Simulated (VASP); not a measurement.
Calculation: PBE GGA, VASP's PBE PAW potentials (set 64) (plane waves; VASP 6.6.1).

The input files of a VASP run:

File KPOINTS:
```
Regular mesh
0
gamma
 7 7 7
```

### POSCAR
```
ZrO2
1
   -0.0000000000     2.5591991727     2.5591991727
    2.5591991727    -0.0000000000     2.5591991727
    2.5591991727     2.5591991727     0.0000000000
Zr O
1 2
Direct
  0.0000000000   0.0000000000   0.0000000000
  0.2500000000   0.2500000000   0.2500000000
  0.7500000000   0.7500000000   0.7500000000
```

INCAR:
```
SYSTEM  =  ZrO2
PREC  =  Accurate; ENCUT  =  520; LREAL  =  .FALSE.
LASPH  =  .TRUE.
EDIFF  =  1E-6; NELM  =  100; ALGO  =  Normal
LMAXMIX  =  4
ISMEAR  =  0; SIGMA  =  0.05
GGA  =  PE
IBRION  =  2; NSW  =  60; ISIF  =  3
EDIFFG  =  -0.02
LWAVE  =  .FALSE.; LCHARG  =  .FALSE.
```

POTCAR, in this order: Zr_sv O (PBE.64 set). Program: vasp_std.

Output

### OUTCAR
```
 ion  position               nearest neighbor table
   1  0.000  0.000  0.000-   2 2.22   3 2.22   3 2.22   3 2.22   3 2.22   2 2.22   2 2.22   2 2.22
  LATTYP: Found a face centered cubic cell.
 ALAT       =     5.1183983454
 Subroutine PRICEL returns:
 Original cell was already a primitive cell.
 Subroutine GETGRP returns: Found 48 space group operations
The static configuration has the point symmetry O_h .
The dynamic configuration has the point symmetry O_h .
 Subroutine INISYM returns: Found 48 space group operations
 Subroutine IBZKPT returns following result:
 Found     20 irreducible k-points:

 Following reciprocal coordinates:
            Coordinates               Weight
  0.000000  0.000000  0.000000      1.000000
  0.142857  0.000000  0.000000      8.000000
  0.285714  0.000000  0.000000      8.000000
  0.428571  0.000000  0.000000      8.000000
  0.142857  0.142857  0.000000      6.000000
  0.285714  0.142857  0.000000     24.000000
  0.428571  0.142857  0.000000     24.000000
 -0.428571  0.142857  0.000000     24.000000
 -0.285714  0.142857  0.000000     24.000000
 -0.142857  0.142857  0.000000     12.000000
  0.285714  0.285714  0.000000      6.000000
  0.428571  0.285714  0.000000     24.000000
 -0.428571  0.285714  0.000000     24.000000
 -0.285714  0.285714  0.000000     12.000000
  0.428571  0.428571  0.000000      6.000000
 -0.428571  0.428571  0.000000     12.000000
  0.428571  0.285714  0.142857     24.000000
 -0.428571  0.285714  0.142857     48.000000
 -0.428571  0.428571  0.142857     24.000000
 -0.285714  0.428571  0.142857     24.000000
   k-points           NKPTS =     20   k-points in BZ     NKDIM =     20   number of bands    NBANDS=     16
   number of dos      NEDOS =    301   number of ions     NIONS =      3
   total plane-waves  NPLWV =  21952
   dimension x,y,z NGX =    28 NGY =   28 NGZ =   28
   dimension x,y,z NGXF=    56 NGYF=   56 NGZF=   56
   ions per type =               1   2
   PREC   = accura    normal or accurate (medium, high low for compatibility)
   ISTART =      0    job   : 0-new  1-cont  2-samecut
   ICHARG =      2    charge: 1-file 2-atom 10-const
   ISPIN  =      1    spin polarized calculation?
   LNONCOLLINEAR =      F non collinear calculations
   LSORBIT =      F    spin-orbit coupling
   INIWAV =      1    electr: 0-lowe 1-rand  2-diag
   ENCUT  =  520.0 eV  38.22 Ry    6.18 a.u.   6.73  6.73  6.73*2*pi/ulx,y,z
   NELM   =    100;   NELMIN=  2; NELMDL= -5     # of ELM steps
   EDIFF  = 0.1E-05   stopping-criterion for ELM
   LREAL  =      F    real-space projection
   NLSPLINE    = F    spline interpolate recip. space projectors
   LMAXMIX     =    4 max onsite mixed and CHGCAR
   VOSKOWN=      0    Vosko Wilk Nusair interpolation
   EDIFFG = -.2E-01   stopping-criterion for IOM
   NSW    =     60    number of steps for IOM
   NBLOCK =      1;   KBLOCK =     60    inner block; outer block
   IBRION =      2    ionic relax: 0-MD 1-quasi-New 2-CG
   NFREE  =      1    steps in history (QN), initial steepest desc. (CG)
   ISIF   =      3    stress and relaxation
   ISYM   =      2    0-nonsym 1-usesym 2-fastsym
   TEIN   =    0.0    initial temperature
   TEBEG  =    0.0;   TEEND  =   0.0 temperature during run
   SMASS  =  -3.00    Nose mass-parameter (am)
   PSTRESS=    0.0 pullay stress
   NELECT =      24.0000    total number of electrons
   EFERMI =   0.00;   METHOD = LEGACY
   ISMEAR =     0;   SIGMA  =   0.05  broadening in eV -4-tet -1-fermi 0-gaus
   IALGO  =     38    algorithm
   LDIAG  =      T    sub-space diagonalisation (order eigenvalues)
   IMIX   =      4    mixing-type and parameters
     AMIX     =   0.40;   BMIX     =  1.00
     AMIX_MAG =   1.60;   BMIX_MAG =  1.00
     AMIN     =   0.10
...
```

### OSZICAR
```
       N       E                     dE             d eps       ncg     rms          rms(c)
DAV:   1     0.193006794284E+03    0.19301E+03   -0.14849E+04   640   0.155E+03
DAV:   2    -0.268054901468E+02   -0.21981E+03   -0.21588E+03   824   0.387E+02
DAV:   3    -0.347777235629E+02   -0.79722E+01   -0.79653E+01  1000   0.749E+01
DAV:   4    -0.349509824660E+02   -0.17326E+00   -0.17325E+00   896   0.817E+00
DAV:   5    -0.349534592556E+02   -0.24768E-02   -0.24768E-02   856   0.887E-01    0.240E+01
DAV:   6    -0.286510653768E+02    0.63024E+01   -0.36922E+01   720   0.468E+01    0.953E+00
DAV:   7    -0.285953903522E+02    0.55675E-01   -0.14288E+00   880   0.982E+00    0.596E+00
DAV:   8    -0.285662431376E+02    0.29147E-01   -0.17711E-01   840   0.437E+00    0.459E-01
DAV:   9    -0.285671139530E+02   -0.87082E-03   -0.14443E-02   864   0.890E-01    0.329E-01
DAV:  10    -0.285683001865E+02   -0.11862E-02   -0.48147E-03   752   0.707E-01    0.134E-01
DAV:  11    -0.285683282562E+02   -0.28070E-04   -0.15780E-03   864   0.327E-01    0.132E-01
DAV:  12    -0.285682716942E+02    0.56562E-04   -0.32933E-04   728   0.143E-01    0.464E-03
DAV:  13    -0.285682734019E+02   -0.17077E-05   -0.12105E-05   800   0.255E-02    0.390E-03
DAV:  14    -0.285682736458E+02   -0.24390E-06   -0.22742E-06   696   0.103E-02
   1 F= -.28568274E+02 E0= -.28568274E+02  d E =-.285683E+02
```

### OUTCAR
```
------------------------ aborting loop because EDIFF is reached ----------------------------------------
  FORCE on cell =-STRESS in cart. coord.  units (eV):
  Direction    XX          YY          ZZ          XY          YZ          ZX
  --------------------------------------------------------------------------------------
  Total       -0.0137642     -0.0137642     -0.0137642     -0.0000000     -0.0000000      0.0000000
  in kB       -0.6578399     -0.6578399     -0.6578399     -0.0000000     -0.0000000      0.0000000
  external PRESSURE =      -0.6578399 kB  Pullay stress =       0.0000000 kB
  volume of cell :       33.52
      direct lattice vectors                 reciprocal lattice vectors
     0.000000000  2.559199173  2.559199173    -0.195373617  0.195373617  0.195373617
     2.559199173  0.000000000  2.559199173     0.195373617 -0.195373617  0.195373617
     2.559199173  2.559199173  0.000000000     0.195373617  0.195373617 -0.195373617
 POSITION                                       TOTAL-FORCE (eV/Angst)
 -----------------------------------------------------------------------------------
      0.00000      0.00000      0.00000         0.000000      0.000000      0.000000
      1.27960      1.27960      1.27960         0.000000      0.000000      0.000000
      3.83880      3.83880      3.83880        -0.000000     -0.000000     -0.000000
 -----------------------------------------------------------------------------------
    total drift:                                0.000000      0.000000      0.000000
  FREE ENERGIE OF THE ION-ELECTRON SYSTEM (eV)
  ---------------------------------------------------
  free  energy   TOTEN  =       -28.5682736458 eV

  energy  without entropy=      -28.5682736458  energy(sigma->0) =      -28.56827365

 reached required accuracy - stopping structural energy minimisation
```
(Selected blocks of OUTCAR.)

**OUTCAR**
```
 val. band max:        6.9500377442   @ k =  -0.4286   0.4286   0.0000

 cond. band min:      10.3426660354   @ k =   0.0000   0.0000   0.0000


 Fermi energy:         7.3233321857

 k-point     1 :       0.0000    0.0000    0.0000
  band No.  band energies     occupation
      1     -41.1308      2.00000
      2     -18.9487      2.00000
      3     -18.9487      2.00000
      4     -18.9487      2.00000
      5     -11.0808      2.00000
      6      -8.5839      2.00000
      7       1.9006      2.00000
      8       1.9006      2.00000
      9       1.9006      2.00000
     10       6.5109      2.00000
     11       6.5109      2.00000
     12       6.5109      2.00000
     13      10.3427      0.00000
     14      10.3427      0.00000
     15      13.4914      0.00000
     16      16.2029      0.00000

 k-point     2 :       0.1429    0.0000    0.0000
  band No.  band energies     occupation
      1     -41.1229      2.00000
      2     -19.0797      2.00000
      3     -18.9611      2.00000
      4     -18.9611      2.00000
      5     -10.8170      2.00000
      6      -8.7738      2.00000
      7       2.0902      2.00000
      8       2.0902      2.00000
      9       2.4216      2.00000
     10       6.0479      2.00000
     11       6.1693      2.00000
     12       6.1693      2.00000
     13      10.6846      0.00000
     14      10.6846      0.00000
     15      14.0416      0.00000
     16      15.6228      0.00000

 k-point     3 :       0.2857    0.0000    0.0000
  band No.  band energies     occupation
      1     -41.1048      2.00000
      2     -19.3522      2.00000
      3     -18.9887      2.00000
      4     -18.9887      2.00000
      5     -10.3107      2.00000
      6      -9.0571      2.00000
      7       2.5238      2.00000
      8       2.5238      2.00000
      9       3.5619      2.00000
     10       5.2137      2.00000
     11       5.6442      2.00000
     12       5.6442      2.00000
     13      11.0680      0.00000
...
```

The compound is ZrO2 in the fluorite structure, the high-temperature cubic form, which is unstable at 0 K; the monoclinic form is the stable one. It was relaxed first. The start is the result of an earlier pass.
